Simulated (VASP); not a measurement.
Write an ASE script for VASP 6.6.1 that does the following.

```yaml
Task: density of states
Functional: PBE
Dispersion: TS
Potentials_or_basis: VASP PAW PBE potentials, release 64 (Si)
Cutoff: 520 eV
k_mesh: 6 × 6 × 6
Occupations: gaussian, width 0.01 eV
Spin: no spin polarisation
Further_INCAR_settings: ALGO = Fast; EDIFF = 1.00e-07
```

Si:

```xyz
8
Lattice="4.7132 2.7212 1.8840 -4.7132 2.7212 1.8840 0.0000 -5.4424 1.8840" Properties=species:S:1:pos:R:3 pbc="T T T"
Si   -3.2889   -0.8313    2.3565
Si   -0.9245   -3.2640    3.2955
Si   -2.3644    2.4326    3.2955
Si    2.3644   -2.4326    2.3565
Si    0.9245    3.2640    2.3565
Si    3.2889    0.8313    3.2955
Si    0.0000    0.0000    1.6230
Si    0.0000    0.0000    4.0290
```

This isn't the form of Si at room conditions, which is diamond.

One way to write it, as run:

run.py

```python
from ase.calculators.vasp import Vasp
from ase.dft.dos import DOS
from ase.spacegroup import crystal

atoms = crystal(
    ['Si', 'Si'],
    basis=[[0.10183599, 0.7020139, 0.41692451], [0.0, 0.0, 0.28715485]],
    spacegroup=148,
    setting=1,
    cellpar=[9.42647055, 9.42647055, 5.6519967, 90.0, 90.0, 120.0],
    primitive_cell=True,
)
calc = Vasp(
    directory='calc',
    xc='pbe',
    pp='PBE',
    setups='materialsproject',
    prec='Accurate',
    encut=520,
    ediff=1e-07,
    ismear=0,
    sigma=0.01,
    lreal=False,
    lasph=True,
    nelm=80,
    algo='Fast',
    isif=2,
    lwave=False,
    lcharg=False,
    ivdw=2,
    lorbit=11,
    kpts=[6, 6, 6],
    gamma=True,
)
atoms.calc = calc

print('energy (eV):', atoms.get_potential_energy())
print('free energy (eV):', atoms.get_potential_energy(force_consistent=True))
print('forces (eV/A):')
print(atoms.get_forces())
print('stress (eV/A^3, Voigt):', atoms.get_stress())
print('Fermi level (eV):', calc.get_fermi_level())
dos = DOS(calc, width=0.1, window=(-10, 10), npts=301)
print('E - E_F (eV), DOS (1/eV)')
for e, g in zip(dos.get_energies(), dos.get_dos()):
    print(f'{e:8.3f} {g:10.4f}')
```

Potentials or basis: VASP PAW PBE potentials, release 64 (Si).

The run is started by

```bash
$ python run.py
```

Results of the run:

```json
{
  "Pressure": "-0.4 GPa",
  "Largest force": "0.096 eV/Å",
  "Band gap on the k mesh": "none (metal or under the smearing width)",
  "Valence electrons inside the program's atomic spheres": "Si 1.67, 1.65",
  "Dispersion energy per atom": "-0.271 eV"
}
```

Caveat: atom-pairwise D2, TS and ULG terms overbind metals; pairwise dispersion overbinds metals, which lowers pressure and volume.

Wall time 120 s on 1 thread of Intel(R) Xeon(R) 6975P-C (Granite Rapids), with other jobs on the host, peak memory 0.35 GiB.
